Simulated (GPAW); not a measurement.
# Does MnIn15As16 (InAs32 Mn1) carry moments in GPAW?, part 2 of 2

Aim: find out whether MnIn15As16 (InAs32 Mn1) carries moments when they start parallel, and what they gain.

GPAW 26.7.0; PBE; plane waves with GPAW's PAW setups, scalar-relativistic.

So far. Step 2 (Start 1: ferro +): After 27 cycles the largest moment stands at 3.93 μB.

## Step 3: Run 2 (no spin polarisation)

A run without seeds gives the energy of the state without moments.

nospin.py reads:

```python
import json
import numpy as np
from ase import Atoms
from ase.parallel import paropen, parprint
from gpaw import GPAW

atoms = Atoms(['Mn', 'As', 'In', 'As', 'In', 'As', 'In', 'As', 'In', 'As', 'In', 'As', 'In', 'As', 'In', 'As', 'In', 'As', 'In', 'As', 'In', 'As', 'In', 'As', 'In', 'As', 'In', 'As', 'In', 'As', 'In', 'As'],
    cell=[[12.116, 0.0, 0.0],
         [0.0, 12.116, 0.0],
         [0.0, 0.0, 6.058]],
    scaled_positions=[[0.0, 0.0, 0.0],
         [0.125, 0.125, 0.25],
         [0.0, 0.25, 0.5],
         [0.125, 0.375, 0.75],
         [0.25, 0.0, 0.5],
         [0.375, 0.125, 0.75],
         [0.25, 0.25, 0.0],
         [0.375, 0.375, 0.25],
         [0.0, 0.5, 0.0],
         [0.125, 0.625, 0.25],
         [0.0, 0.75, 0.5],
         [0.125, 0.875, 0.75],
         [0.25, 0.5, 0.5],
         [0.375, 0.625, 0.75],
         [0.25, 0.75, 0.0],
         [0.375, 0.875, 0.25],
         [0.5, 0.0, 0.0],
         [0.625, 0.125, 0.25],
         [0.5, 0.25, 0.5],
         [0.625, 0.375, 0.75],
         [0.75, 0.0, 0.5],
         [0.875, 0.125, 0.75],
         [0.75, 0.25, 0.0],
         [0.875, 0.375, 0.25],
         [0.5, 0.5, 0.0],
         [0.625, 0.625, 0.25],
         [0.5, 0.75, 0.5],
         [0.625, 0.875, 0.75],
         [0.75, 0.5, 0.5],
         [0.875, 0.625, 0.75],
         [0.75, 0.75, 0.0],
         [0.875, 0.875, 0.25]],
    pbc=True)
atoms.calc = GPAW(mode={'name': 'pw', 'ecut': 450},
    xc='PBE',
    kpts={'size': (3, 3, 5), 'gamma': True},
    occupations={'name': 'fermi-dirac', 'width': 0.05},
    convergence={'density': 1e-05, 'energy': 1e-05},
    maxiter=200,
    mixer={'name': 'pulay', 'beta': 0.05, 'nmaxold': 6, 'weight': 50},
    symmetry={'tolerance': 1e-4},
    txt='nospin.txt')
e = atoms.get_potential_energy(force_consistent=True)
res = {'free_energy': e, 'energy_sigma0': atoms.get_potential_energy(), 'fermi_energy': atoms.calc.get_fermi_level()}
parprint(f'free energy: {e:.6f} eV')
atoms.calc.write('nospin.gpw')
with paropen('results.json', 'w') as f:
    json.dump(res, f)
```

Started as:

```
$ OMP_NUM_THREADS=1 mpirun -n 4 gpaw python nospin.py > nospin.log
```

Numbers of over 12 decimals in the logs are rounded to 6 here.

Log:

```text
free energy: -129.698043 eV

--- nospin.txt ---
Input parameters:
  mode=PW(ecut=450),
  convergence={'density': 1e-05, 'energy': 1e-05},
  kpts=MonkhorstPack(size=(3, 3, 5), gamma=True),
  maxiter=200,
  mixer=Pulay(name='pulay', nmaxold=6, beta=0.05, weight=50, sigma=0.015, g_ss=None),
  occupations=Occupations(name='fermi-dirac', width=0.05),
  symmetry=Symmetry(tolerance=0.0001),
  xc=XC(name='PBE')

Diagonalizing LCAO Hamiltonian
Converting LCAO to pw mode
        .-----------------------------.
       /|                             |
      / |                             |
     /  |  As             As          |
    /   |        As             As    |
   /  In|            In               |
  /    As         As  As         As   |
 *      .---In-------------In---------.
 |     / As  As         As  As       /
 | In /       In  In         In     /
 |   In In     As   In  In    As   /
 |  / As             As           /
 | /      In             In      /
 |/                             /
 Mn-------------In-------------*

Atoms  # Å, Bohr magnetons
|    | symbol |         x |         y |        z |    initial magnetic moments |
|----|--------|-----------|-----------|----------|-----------------------------|
|  0 |     Mn |  0.000000 |  0.000000 | 0.000000 | ( 0.0000,  0.0000,  0.0000) |
|  1 |     As |  1.514500 |  1.514500 | 1.514500 | ( 0.0000,  0.0000,  0.0000) |
|  2 |     In |  0.000000 |  3.029000 | 3.029000 | ( 0.0000,  0.0000,  0.0000) |
|  3 |     As |  1.514500 |  4.543500 | 4.543500 | ( 0.0000,  0.0000,  0.0000) |
|  4 |     In |  3.029000 |  0.000000 | 3.029000 | ( 0.0000,  0.0000,  0.0000) |
|  5 |     As |  4.543500 |  1.514500 | 4.543500 | ( 0.0000,  0.0000,  0.0000) |
|  6 |     In |  3.029000 |  3.029000 | 0.000000 | ( 0.0000,  0.0000,  0.0000) |
|  7 |     As |  4.543500 |  4.543500 | 1.514500 | ( 0.0000,  0.0000,  0.0000) |
|  8 |     In |  0.000000 |  6.058000 | 0.000000 | ( 0.0000,  0.0000,  0.0000) |
|  9 |     As |  1.514500 |  7.572500 | 1.514500 | ( 0.0000,  0.0000,  0.0000) |
| 10 |     In |  0.000000 |  9.087000 | 3.029000 | ( 0.0000,  0.0000,  0.0000) |
| 11 |     As |  1.514500 | 10.601500 | 4.543500 | ( 0.0000,  0.0000,  0.0000) |
| 12 |     In |  3.029000 |  6.058000 | 3.029000 | ( 0.0000,  0.0000,  0.0000) |
| 13 |     As |  4.543500 |  7.572500 | 4.543500 | ( 0.0000,  0.0000,  0.0000) |
| 14 |     In |  3.029000 |  9.087000 | 0.000000 | ( 0.0000,  0.0000,  0.0000) |
| 15 |     As |  4.543500 | 10.601500 | 1.514500 | ( 0.0000,  0.0000,  0.0000) |
| 16 |     In |  6.058000 |  0.000000 | 0.000000 | ( 0.0000,  0.0000,  0.0000) |
| 17 |     As |  7.572500 |  1.514500 | 1.514500 | ( 0.0000,  0.0000,  0.0000) |
| 18 |     In |  6.058000 |  3.029000 | 3.029000 | ( 0.0000,  0.0000,  0.0000) |
| 19 |     As |  7.572500 |  4.543500 | 4.543500 | ( 0.0000,  0.0000,  0.0000) |
| 20 |     In |  9.087000 |  0.000000 | 3.029000 | ( 0.0000,  0.0000,  0.0000) |
| 21 |     As | 10.601500 |  1.514500 | 4.543500 | ( 0.0000,  0.0000,  0.0000) |
| 22 |     In |  9.087000 |  3.029000 | 0.000000 | ( 0.0000,  0.0000,  0.0000) |
| 23 |     As | 10.601500 |  4.543500 | 1.514500 | ( 0.0000,  0.0000,  0.0000) |
| 24 |     In |  6.058000 |  6.058000 | 0.000000 | ( 0.0000,  0.0000,  0.0000) |
| 25 |     As |  7.572500 |  7.572500 | 1.514500 | ( 0.0000,  0.0000,  0.0000) |
| 26 |     In |  6.058000 |  9.087000 | 3.029000 | ( 0.0000,  0.0000,  0.0000) |
| 27 |     As |  7.572500 | 10.601500 | 4.543500 | ( 0.0000,  0.0000,  0.0000) |
| 28 |     In |  9.087000 |  6.058000 | 3.029000 | ( 0.0000,  0.0000,  0.0000) |
| 29 |     As | 10.601500 |  7.572500 | 4.543500 | ( 0.0000,  0.0000,  0.0000) |
| 30 |     In |  9.087000 |  9.087000 | 0.000000 | ( 0.0000,  0.0000,  0.0000) |
| 31 |     As | 10.601500 | 10.601500 | 1.514500 | ( 0.0000,  0.0000,  0.0000) |

Unit cell  # Å
| periodic |         x |         y |        z |   lengths |    angles |
|----------|-----------|-----------|----------|-----------|-----------|
|      yes | 12.116000 |  0.000000 | 0.000000 | 12.116000 | 90.000000 |
|      yes |  0.000000 | 12.116000 | 0.000000 | 12.116000 | 90.000000 |
|      yes |  0.000000 |  0.000000 | 6.058000 |  6.058000 | 90.000000 |

Number of symmetries: 8

BZ-sampling:
  Number of BZ points: 45
  Number of IBZ points: 9

  Monkhorst-Pack size: [3, 3, 5]
  Monkhorst-Pack shift: [0, 0, 0]

Plane wave coefficients: 19320
Cutoff: 450.000000 eV

Spin-components: 1 (collinear spins)
Bands:           178
Projectors:      176
Spin-degeneracy: 2
Datatype:        complex128

Parallelization:
  kpt:    2
  domain: 2
  band:   1

Density:
  Valence electrons: 290.0
  Components: 1
  Grid points: [60 60 30]
  Charge: 0.0  # |e|

Potential:
  Grid points: [60 60 30]

[... setups left out ...]
Reference energy: -3415192.960577  # eV

eigensolver:
  PPCG
  Converge bands: occupied
  niter=2

density mixing:
  Pulay-Mixer
  Linear mixing parameters: 0.05
  Old densities: 6
  Fourier metric: weight=50, sigma=0.015

occupation numbers:
  Fermi-Dirac:
    width: 0.0500  # eV

poisson solver:
  ecut: 3600.000000  # eV

xc functional:
  name: PBE with 2 nearest neighbor stencil

convergence criteria:
- Maximum integral of absolute [dens]ity change: 1e-05 electrons / valence electron
- Maximum [total energy] change in last 3 cyles: 1e-05 eV / valence electron
- Maximum integral of absolute [eigenst]ate change: 4e-08 eV^2 / valence electron
maximum number of iterations: 200

SCF iterations
|iter     |      energy | eigst |  dens |
|---------|-------------|-------|-------|
|iter:   1|       0s | -134.472094 | -0.25 |       |
|iter:   2|      28s | -132.387891 | -1.42 | -1.16 |
|iter:   3|      56s | -131.747928 | -2.35 | -1.20 |
|iter:   4|      83s | -130.243474 | -1.22 | -1.24 |
|iter:   5|     111s | -130.216343 | -1.86 | -1.52 |
|iter:   6|     138s | -129.688719 | -2.25 | -1.57 |
|iter:   7|     166s | -129.784674 | -2.70 | -1.82 |
|iter:   8|     193s | -129.730386 | -3.56 | -2.15 |
|iter:   9|     221s | -129.688860 | -3.62 | -2.29 |
|iter:  10|     248s | -129.683831 | -4.41 | -2.58 |
|iter:  11|     276s | -129.683282 | -4.38 | -2.75 |
|iter:  12|     304s | -129.683532c| -5.19 | -3.18 |
|iter:  13|     331s | -129.683593c| -5.81 | -3.28 |
|iter:  14|     359s | -129.683610c| -6.26 | -3.40 |
|iter:  15|     386s | -129.683624c| -6.66 | -3.44 |
|iter:  16|     414s | -129.683655c| -6.85 | -3.46 |
|iter:  17|     441s | -129.683743c| -6.68 | -3.48 |
|iter:  18|     469s | -129.683824c| -6.79 | -3.57 |
|iter:  19|     496s | -129.683888c| -6.22 | -3.74 |
|iter:  20|     523s | -129.683887c| -7.40c| -4.49 |
|iter:  21|     537s | -129.683890c| -7.53c| -4.52 |
|iter:  22|     551s | -129.683893c| -8.00c| -4.67 |
|iter:  23|     564s | -129.683899c| -7.91c| -4.80 |
|iter:  24|     578s | -129.683899c| -8.06c| -5.00 |
|iter:  25|     591s | -129.683898c| -8.48c| -5.00 |
|iter:  26|     605s | -129.683899c| -8.40c| -5.00c|

Converged in 26 steps
Energy contributions relative to reference atoms: (reference = -3415192.960577)

Energy contributions:
  Kinetic:         383.573839
  Coulomb:        -355.248019
  Zero:              3.369025
  External:          0.000000
  Xc:             -161.364600
  Entropy:          -0.028288
  Spinorbit:         0.000000
  ----------------------------
  Free energy:    -129.698043
  Extrapolated:   -129.683899

dipole moment: (-149.168378, -149.168378, -156.032588)  # |e|*Ang

Fermi level: 4.986
Eigenvalues  # (at kpt = [0.000, 0.000, 0.000])
| band index |      eig [eV] | occ [0-2] |
|------------|---------------|-----------|
|          0 |       -73.871 |     2.000 |
|        ... |               |           |
|        138 |         3.547 |     2.000 |
|        139 |         3.619 |     2.000 |
|        140 |         4.338 |     2.000 |
|        141 |         4.376 |     2.000 |
|        142 |         4.376 |     2.000 |
|        143 |         4.620 |     1.999 |
|        144 |         4.674 |     1.996 |
|        145 |         4.692 |     1.994 |
|        146 |         5.463 |     0.000 |
|        147 |         5.520 |     0.000 |
|        148 |         5.520 |     0.000 |
|        149 |         6.345 |     0.000 |
|        150 |         6.345 |     0.000 |
|        151 |         6.349 |     0.000 |
|        152 |         6.786 |     0.000 |
|        153 |         6.814 |     0.000 |
|        ... |               |           |
|        177 |         9.471 |     0.000 |

No gap
No difference between direct/indirect transitions
```

The job ended after 11 min (4 MPI ranks of Arm Neoverse V1, shared host; peak memory 2 GiB; 43 min of CPU time).

This step gave:

| Item | Value |
| --- | --- |
| final state | non-magnetic (no spin polarisation) |

It lies 1891 meV a seeded atom over the first start.

## Step 4: Energies of the orders

These are free energies at a smearing of 0.05 eV, so its entropy term is in the differences. They are divided by the number of seeded atoms, so that cells of unlike size compare.

Orders:

| start | final state | typed order kept | energy over the lowest (meV a seeded atom) | largest site moment (μB) | net moment (μB a primitive cell) | mesh matched | CPU time (s) |
| --- | --- | --- | --- | --- | --- | --- | --- |
| ferro + | ferromagnetic | yes | 0 | 3.93 | 4.048 | yes | 5182 |
| no spin polarisation | non-magnetic | - | 1891 | 0 | 0 | yes | 2585 |

## Step 5: Results

```json
{
  "lower run": "with moments",
  "largest site moment": "3.93 μB",
  "energy gained by spin polarisation": "1891 meV a seeded atom"
}
```

The crystal holds moments, up to 3.93 μB, and gains 1891 meV a seeded atom by them. No antiferromagnetic order was tried, so the session says nothing on how the moments order.

[Logs and program files are shortened in this print: banners, set-up blocks, solver, clock and traceback lines can be left out without a mark of their own.]

[Logs are printed without paths, hosts, clocks, repeated set-up lines and the standing remarks that a program may print on its own settings, such as how far it seeks lower states.]

[Hosts, paths, dates, database ids (printed as entryN), source tags and the programs' standing remarks are cut or masked in the printed files.]

[Where a cell is said to come from a database of computed structures, the database is the Materials Project.]
